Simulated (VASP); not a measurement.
Input of a VASP 6.6.1 run:

Contents of INCAR:

```
SYSTEM = Sb2S3
PREC = Accurate ; ENCUT = 600
EDIFF = 1E-7 ; ISMEAR = 0
SIGMA = 0.03 ; LREAL = .False.
LASPH = .True. ; NELM = 80
ALGO = Normal ; ISIF = 3
LWAVE = .False. ; LCHARG = .False.
GGA = PS ; IBRION = 2
NSW = 90 ; EDIFFG = -0.005
KPAR = 4
```

File KPOINTS:

```
regular mesh
0
Gamma
  4 8 4
  0 0 0
```

POSCAR

```
Sb2S3                                   
1.0
   11.2845302299      0.0000000000      0.0000000000
    0.0000000000      3.8296211943      0.0000000000
    0.0000000000     -0.0000000000     10.9181765805
  Sb              S             
     8    12
Direct
     0.4754480274759359    0.2500000000000000    0.3259066344764594
     0.0245519725240640    0.7500000000000000    0.8259066344764595
     0.9754480274759361    0.2500000000000000    0.1740933655235405
     0.5245519725240639    0.7500000000000000    0.6740933655235405
     0.3472530307959913    0.7500000000000000    0.0323188464540695
     0.1527469692040088    0.2500000000000000    0.5323188464540695
     0.8472530307959912    0.7500000000000000    0.4676811535459304
     0.6527469692040088    0.2500000000000000    0.9676811535459305
     0.2902209768917202    0.2500000000000000    0.1914533679309812
     0.2097790231082798    0.7500000000000000    0.6914533679309812
     0.7902209768917203    0.2500000000000000    0.3085466320690188
     0.7097790231082797    0.7500000000000000    0.8085466320690188
     0.5485236457442748    0.7500000000000000    0.1269945426137458
     0.9514763542557252    0.2500000000000000    0.6269945426137457
     0.0485236457442747    0.7500000000000000    0.3730054573862541
     0.4514763542557251    0.2500000000000000    0.8730054573862543
     0.3740520403601438    0.7500000000000000    0.4424432104455342
     0.1259479596398561    0.2500000000000000    0.9424432104455341
     0.8740520403601438    0.7500000000000000    0.0575567895544658
     0.6259479596398562    0.2500000000000000    0.5575567895544659
```

Potentials or basis: VASP PAW PBE potentials, release 64 (Sb, S).

The run is started by

```console
$ cat potpaw_PBE.64/Sb/POTCAR potpaw_PBE.64/S/POTCAR > POTCAR
$ mpirun -np 4 vasp_std > vasp.out
```

**Question.** What does it give for the space group after relaxing (to 0.05 Å)?

**Answer.** Pnma (No. 62).

**Question.** Estimate the relaxed cell.

**Answer.** a = 11.285 Å, b = 3.828 Å, c = 10.916 Å, α = 90.00°, β = 90.00°, γ = 90.00°.

**Question.** Predict the relaxed volume.

**Answer.** 23.58 Å³/atom.

Final structure:
```
CELL_PARAMETERS angstrom
11.28518 0.00000 0.00000
0.00000 3.82837 0.00000
0.00000 0.00000 10.91620
ATOMIC_POSITIONS crystal
Sb 0.47548 0.25000 0.32595
Sb 0.02452 0.75000 0.82595
Sb 0.97548 0.25000 0.17405
Sb 0.52452 0.75000 0.67405
Sb 0.34723 0.75000 0.03229
Sb 0.15277 0.25000 0.53229
Sb 0.84723 0.75000 0.46771
Sb 0.65277 0.25000 0.96771
S 0.29017 0.25000 0.19146
S 0.20983 0.75000 0.69146
S 0.79017 0.25000 0.30854
S 0.70983 0.75000 0.80854
S 0.54855 0.75000 0.12694
S 0.95145 0.25000 0.62694
S 0.04855 0.75000 0.37306
S 0.45145 0.25000 0.87306
S 0.37409 0.75000 0.44243
S 0.12591 0.25000 0.94243
S 0.87409 0.75000 0.05757
S 0.62591 0.25000 0.55757
```

Caveat: the PAW data sets were made with another functional, which shifts forces and pressure a little.
